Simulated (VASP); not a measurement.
# Mo (Im-3m) in VASP: a series of runs

The runs below take Mo through single point, with PBE.

Everything below comes from runs of VASP 6.6.1. Logs are shortened: lines on timing, memory, paths and dates and some standing lists are left out, and cuts for length are marked.

## 1. The structure

It takes space group Im-3m (No. 229, cubic). Conventional cell: a = 3.168 Å, b = 3.168 Å, c = 3.168 Å, α = 90.00°, β = 90.00°, γ = 90.00°. Around Mo (site symmetry m-3m) lie 8 Mo at 2.74 Å.

## 2. Single point, PBE

Input file INCAR:

```
ADDGRID = F
ALGO = Normal
EDIFF = 1E-7
ENCUT = 550
GGA = PE
ISIF = 2
ISMEAR = 1
LASPH = T
LCHARG = F
LREAL = F
LWAVE = F
NBANDS = 13
NELM = 100
PREC = Low
SIGMA = 0.2
```

Input file KPOINTS:

```
k-points
0
Gamma
  15 15 15
```

Input file POSCAR:

```
Mo
1.0
   -1.5838089719      1.5838089719      1.5838089719
    1.5838089719     -1.5838089719      1.5838089719
    1.5838089719      1.5838089719     -1.5838089719
Mo
1
Direct
    0.0000000000      0.0000000000      0.0000000000
```

Potentials or basis: VASP PAW PBE potentials, release 64 (Mo_sv).

Run with:

```
> cat potpaw_PBE.64/Mo_sv/POTCAR > POTCAR
> mpirun -np 1 vasp_std > vasp.out
```

OUTCAR:

```text
EDIFF = 1E-7
   ENCUT = 550
   GGA = PE
   ISIF = 2
   ISMEAR = 1
   LASPH = T
   LREAL = F
   NELM = 100
   PREC = Low

 Found    120 irreducible k-points:

 Following reciprocal coordinates:
            Coordinates               Weight
  0.000000  0.000000  0.000000      1.000000
  0.066667  0.000000  0.000000     12.000000
  0.133333  0.000000  0.000000     12.000000
  0.200000  0.000000  0.000000     12.000000
  0.266667  0.000000  0.000000     12.000000
  0.333333  0.000000  0.000000     12.000000
   k-points           NKPTS =    120   k-points in BZ     NKDIM =    120   number of bands    NBANDS=     13
   number of dos      NEDOS =    301   number of ions     NIONS =      1
   total plane-waves  NPLWV =   4096
   dimension x,y,z NGX =    16 NGY =   16 NGZ =   16
   dimension x,y,z NGXF=    16 NGYF=   16 NGZF=   16
   ions per type =               1
   NGX,Y,Z   is equivalent  to a cutoff of   9.70,  9.70,  9.70 a.u.
   NGXF,Y,Z  is equivalent  to a cutoff of   9.70,  9.70,  9.70 a.u.
 SYSTEM =  unknown system
   PREC   = low       normal or accurate (medium, high low for compatibility)
   ISTART =      0    job   : 0-new  1-cont  2-samecut
   ICHARG =      2    charge: 1-file 2-atom 10-const
   ISPIN  =      1    spin polarized calculation?
   LNONCOLLINEAR =      F non collinear calculations
   LSORBIT =      F    spin-orbit coupling
   LASPH  =      T    aspherical Exc in radial PAW
   ENCUT  =  550.0 eV  40.42 Ry    6.36 a.u.   5.25  5.25  5.25*2*pi/ulx,y,z
   NELM   =    100;   NELMIN=  2; NELMDL= -5     # of ELM steps
   EDIFF  = 0.1E-06   stopping-criterion for ELM
   LREAL  =      F    real-space projection
   EDIFFG = 0.1E-05   stopping-criterion for IOM
   NSW    =      0    number of steps for IOM
   IBRION =     -1    ionic relax: 0-MD 1-quasi-New 2-CG
   NFREE  =      0    steps in history (QN), initial steepest desc. (CG)
   ISIF   =      2    stress and relaxation
   ISYM   =      2    0-nonsym 1-usesym 2-fastsym
   POTIM  = 0.5000    time-step for ionic-motion
   TEBEG  =    0.0;   TEEND  =   0.0 temperature during run
   PSTRESS=    0.0 pullay stress
   NELECT =      14.0000    total number of electrons
   NUPDOWN=      -1.0000    fix difference up-down
   EMIN   =  10.00;   EMAX   =-10.00  energy-range for DOS
   EFERMI =   0.00;   METHOD = LEGACY
   ISMEAR =     1;   SIGMA  =   0.20  broadening in eV -4-tet -1-fermi 0-gaus
   EFERMI_NEDOS =   21; number of points for ismear=-14 and -15
   IALGO  =     38    algorithm
   IMIX   =      4    mixing-type and parameters
     AMIX     =   0.40;   BMIX     =  1.00
     AMIX_MAG =   1.60;   BMIX_MAG =  1.00
  volume/ion in A,a.u.               =      15.89       107.24
  Fermi-wavevector in a.u.,A,eV,Ry     =   1.569380  2.965698 33.510508  2.462953
  Thomas-Fermi vector in A             =   2.671271
   LORBIT       =      0    0 simple, 1 ext, 2 COOP (PROOUT), +10 PAW based schemes
   GGA     = PE    functional components
   LHFCALC =     F    Hartree Fock is set to
   AEXX    =    0.0000 exact exchange contribution
   IVDW    =     0    specifies the selected vdW correction
   LEPSILON=     F    determine dielectric tensor
   LRPA    =     F    only Hartree local field effects (RPA)
 non-spin polarized calculation
 Methfessel and Paxton  Order N= 1 SIGMA  =   0.20
  energy-cutoff  :      550.00
  volume of cell :       15.89
 maximum number of plane-waves:       478
   NGX = 11   NGY = 11   NGZ = 11

 number of electron      13.9999576 magnetization

 Free energy of the ion-electron system (eV)
  ---------------------------------------------------
  ext. energy  EPLUGINS =         0.00000000
  ---------------------------------------------------
  free energy    TOTEN  =       -10.93227769 eV

  energy without entropy =      -10.93235285  energy(sigma->0) =      -10.93230274

 E-fermi :  12.2816     XC(G=0): -13.2985

 val. band max:       12.2532161312   @ k =  -0.1333   0.1333   0.1333
 cond. band min:      12.2881870632   @ k =   0.0667   0.0667   0.0667
 fundamental gap:      0.0349709320
 Fermi energy:        12.2815581948

 k-point     1 :       0.0000    0.0000    0.0000
  band No.  band energies     occupation
      1     -48.9565      2.00000
      2     -22.2594      2.00000
      3     -22.2594      2.00000
      4     -22.2594      2.00000
      5       5.1490      2.00000
      6      10.9939      2.00000
      7      10.9939      2.00000
      8      10.9939      2.00000
      9      13.9583     -0.00000
     10      13.9583     -0.00000
     11      27.1363      0.00000
     12      27.1363      0.00000
     13      27.1363      0.00000

 k-point     2 :       0.0667    0.0000    0.0000
  band No.  band energies     occupation
      1     -48.9460      2.00000
      2     -22.3207      2.00000
      3     -22.2784      2.00000
      4     -22.2598      2.00000
      5       5.3420      2.00000
      6      10.8860      2.00000
      7      10.9758      2.00000
      8      11.1743      2.00000
      9      13.8019     -0.00000
     10      13.9615     -0.00000
     11      27.2778      0.00000
     12      27.4611      0.00000
     13      27.5053      0.00000
[... 33 lines left out ...]
 k-point     5 :       0.2667    0.0000    0.0000
  band No.  band energies     occupation
      1     -48.8211      2.00000
      2     -23.0146      2.00000
      3     -22.4975      2.00000
      4     -22.2650      2.00000
      5       7.2213      2.00000
      6       9.7876      2.00000
      7      10.8693      2.00000
      8      13.4893     -0.00000
      9      13.6505     -0.00000
     10      14.1476     -0.00000
     11      26.8366      0.00000
     12      28.0322      0.00000
     13      31.6904      0.00000

 k-point     6 :       0.3333    0.0000    0.0000
  band No.  band energies     occupation
      1     -48.7718      2.00000
      2     -23.2717      2.00000
      3     -22.5805      2.00000
      4     -22.2671      2.00000
      5       7.3765      2.00000
      6       9.4247      2.00000
      7      11.6104      2.00002
      8      13.7530     -0.00000
      9      14.3042     -0.00000
     10      14.8909     -0.00000
     11      25.7753      0.00000
     12      26.4994      0.00000
     13      33.0137      0.00000

 [... further k-points ...]

------------------------ aborting loop because EDIFF is reached ----------------------------------------

  FORCE on cell =-STRESS in cart. coord.  units (eV):
  Direction    XX          YY          ZZ          XY          YZ          ZX
  --------------------------------------------------------------------------------------
  -------------------------------------------------------------------------------------
  Total       -0.0932985     -0.0932985     -0.0932985      0.0000000      0.0000000      0.0000000
  in kB       -9.4062583     -9.4062583     -9.4062583      0.0000000      0.0000000      0.0000000
  external PRESSURE =      -9.4062583 kB  Pullay stress =       0.0000000 kB

 VOLUME and BASIS-vectors are now :
 -----------------------------------------------------------------------------
  energy-cutoff  :      550.00
  volume of cell :       15.89
      direct lattice vectors                 reciprocal lattice vectors
    -1.583808972  1.583808972  1.583808972     0.000000000  0.315694638  0.315694638
     1.583808972 -1.583808972  1.583808972     0.315694638  0.000000000  0.315694638
     1.583808972  1.583808972 -1.583808972     0.315694638  0.315694638  0.000000000

 POSITION                                       TOTAL-FORCE (eV/Angst)
 -----------------------------------------------------------------------------------
      0.00000      0.00000      0.00000         0.000000     -0.000000     -0.000000
 -----------------------------------------------------------------------------------
    total drift:                                0.000000     -0.000000      0.000000

  FREE ENERGIE OF THE ION-ELECTRON SYSTEM (eV)
  ---------------------------------------------------
  free  energy   TOTEN  =       -10.9322776862 eV

  energy  without entropy=      -10.9323528470  energy(sigma->0) =      -10.93230274
```

Run time: 3.7 s. Hardware: 1 thread of Intel Xeon 6975P-C (Granite Rapids), shared host; peak memory 0.12 GiB.

The run converged, but some of its settings lie outside the range that counts as converged, so its numbers aren't taken as properties of the crystal.

Results:

```
Free energy            : -10.9323 eV
Pressure               : -0.9 GPa
Band gap on the k mesh : none (metal or under the smearing width)
```

## 3. Single point, PBE

INCAR is that of step 2.

KPOINTS is that of step 2.

Input file POSCAR:

```
Mo
1.0
   -1.6018940000      1.6123050000      1.5868230000
    1.5840600000     -1.5829550000      1.5396390000
    1.5998790000      1.5809390000     -1.5574730000
Mo
1
Direct
   -0.0100820000     -0.0008690000      0.0196120000
```

Potentials or basis: VASP PAW PBE potentials, release 64 (Mo_sv).

Run with:

```
> cat potpaw_PBE.64/Mo_sv/POTCAR > POTCAR
> mpirun -np 1 vasp_std > vasp.out
```

It took 48 s on 1 thread of Intel Xeon 6975P-C (Granite Rapids), shared host; peak memory 0.4 GiB.

The run converged, but some of its settings lie outside the range that counts as converged, so its numbers aren't taken as properties of the crystal.

Results:

```yaml
Free_energy: -10.9264 eV
Pressure: -1.0 GPa
Band_gap_on_the_k_mesh: none (metal or under the smearing width)
```

## 4. Single point, PBE

INCAR: that of step 3 with these lines changed.

```diff
@@ -13,3 +13,3 @@
 NELM = 100
-PREC = Low
+PREC = Normal
 SIGMA = 0.2
```

KPOINTS is that of step 3.

Input file POSCAR:

```
Mo
1.0
   -1.5838089719      1.5838089719      1.5838089719
    1.5838089719     -1.5838089719      1.5838089719
    1.5838089719      1.5838089719     -1.5838089719
Mo
1
Direct
    0.0000000000      0.0000000000      0.0000000000
```

Run with:

```
> cat potpaw_PBE.64/Mo_sv/POTCAR > POTCAR
> mpirun -np 1 vasp_std > vasp.out
```

Run time: 4 s. Hardware: 1 thread of Intel Xeon 6975P-C (Granite Rapids), shared host; peak memory 0.13 GiB.

The run converged, but some of its settings lie outside the range that counts as converged, so its numbers aren't taken as properties of the crystal.

Results:

```
Free energy            : -10.9327 eV
Pressure               : -1.0 GPa
Band gap on the k mesh : none (metal or under the smearing width)
```

## 5. Single point, PBE

INCAR is that of step 4.

KPOINTS is that of step 4.

Input file POSCAR:

```
Mo
1.0
   -1.6018940000      1.6123050000      1.5868230000
    1.5840600000     -1.5829550000      1.5396390000
    1.5998790000      1.5809390000     -1.5574730000
Mo
1
Direct
   -0.0100820000     -0.0008690000      0.0196120000
```

Run with:

```
> cat potpaw_PBE.64/Mo_sv/POTCAR > POTCAR
> mpirun -np 1 vasp_std > vasp.out
```

It took 47 s on 1 thread of Intel Xeon 6975P-C (Granite Rapids), shared host; peak memory 0.41 GiB.

The run converged, but some of its settings lie outside the range that counts as converged, so its numbers aren't taken as properties of the crystal.

Results:

```
Free energy            : -10.9266 eV
Pressure               : -1.0 GPa
Band gap on the k mesh : none (metal or under the smearing width)
```

## 6. Single point, PBE

INCAR: that of step 5 with these lines changed.

```diff
@@ -9,3 +9,3 @@
 LCHARG = F
-LREAL = F
+LREAL = Auto
 LWAVE = F
@@ -13,3 +13,3 @@
 NELM = 100
-PREC = Normal
+PREC = Accurate
 SIGMA = 0.2
```

KPOINTS is that of step 5.

Input file POSCAR:

```
Mo
1.0
   -1.5838089719      1.5838089719      1.5838089719
    1.5838089719     -1.5838089719      1.5838089719
    1.5838089719      1.5838089719     -1.5838089719
Mo
1
Direct
    0.0000000000      0.0000000000      0.0000000000
```

Potentials or basis: VASP PAW PBE potentials, release 64 (Mo_sv).

Run with:

```
> cat potpaw_PBE.64/Mo_sv/POTCAR > POTCAR
> mpirun -np 1 vasp_std > vasp.out
```

Wall time 29 s (1 thread of Intel Xeon 6975P-C (Granite Rapids), shared host); peak memory 0.15 GiB.

These settings aren't checked as converged: the numbers below hold their error.

Results:

* Free energy: -10.9330 eV
* Pressure: -1.0 GPa
* Band gap on the k mesh: none (metal or under the smearing width)
